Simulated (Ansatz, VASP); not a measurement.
# B2P3 in VASP and in Ansatz

```
B P
1.0
     5.30099    0.00000    0.00000
    -2.65050    4.59079    0.00000
     0.00000    0.00000    2.97181
B P
2 3
Direct
  0.33333 0.66667 0.00000
  0.66667 0.33333 0.00000
  0.50000 0.00000 0.50000
  0.00000 0.50000 0.50000
  0.50000 0.50000 0.50000
```

Alike in both runs: functional PBE; k mesh 6 × 6 × 4; occupations gaussian, width 0.1 eV; no spin polarisation.

Ansatz relaxed the structure, and its values are those at the end. VASP's run is a single point on that final structure, the one shown.

|  | VASP | Ansatz |
| --- | --- | --- |
| version | VASP 6.6.1 | Ansatz 0.2.0 |
| potentials or method | VASP PAW PBE potentials, release 64 (B, P) | scalar-relativistic, plane waves, PAW |
| plane-wave cutoff (eV) | 520 | 420 |
| valence electrons in the cell | 21 | 21 |

VASP gave:

| Property | Result |
| --- | --- |
| gap on the k mesh at the Fermi level (eV) | none |
| pressure (GPa) | -0.2 |

**Question.** Which values does Ansatz return?

**Answer.** gap on the k mesh at the Fermi level (eV): none; pressure (GPa): 0.0.

A gap of «none» marks a metal or a gap that the smearing closes.

Caveats: the k mesh is coarse (spacing up to 0.53 Å⁻¹), so the values aren't converged.
